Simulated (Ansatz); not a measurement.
Start of a relaxation of Pd:

Space group Cmmm (No. 65). a = 3.540 Å, b = 3.826 Å, c = 2.456 Å, α = 90.00°, β = 90.00°, γ = 90.00°
```csv
atom,site,symmetry,x,y,z
Pd,2a,mmm,0.0000,0.0000,0.0000
```

Level of theory: DFT PBE, scalar-relativistic, plane waves, PAW in Ansatz 0.2.0. Cutoff 420 eV, Gaussian smearing, Γ-centred meshes. Cell and atoms relax first on a coarse mesh and then on a finer one. In between, the cell is made exact in the group found at 0.06 Å. In metals the finer mesh still leaves noise of several meV/atom or more. The steps can't lower the symmetry of their start. No spin polarisation in the relaxation; trial moments died out in a coarse test.

A guess keeps its type if space group and coordination stay and the shape of the cell changes little (axis ratios within about 15 %, angles within 6°); the volume may change.

Task: Does it keep its structure type, or change into something else?

Result: It doesn't keep its type. The symmetry goes from Cmmm (No. 65) to P6/mmm (No. 191). The end has the simple hexagonal type. The volume per atom stays near 16.6 Å³. The shortest distance goes from 2.46 Å (Pd–Pd) to 2.64 Å (Pd–Pd). Counting neighbours within 15 % of an atom's shortest distance, the start has Pd 6 and the end Pd 8. In detail, at the end Pd is surrounded by 8 Pd at 2.64–2.69 Å.

```yaml
crystal:
  lattice:
    - [2.69330, 0.00000, 0.00000]
    - [-1.34665, 2.33247, 0.00000]
    - [0.00000, 0.00000, 2.64417]
  atoms:
    - { symbol: Pd, position: [0.00000, 0.00000, 0.00000] }
```

Energies count from the standard state of Pd at the same level.

Task: At what energy does it end?

Result: +0.25 eV/atom. It lies above the standard state, so it could only be metastable.

The last run used a 24×24×20 mesh (in the run's order of axes) for its 1-atom cell and Gaussian smearing of 0.10 eV. Symmetry constrained the relaxation, so the result can be a saddle point.
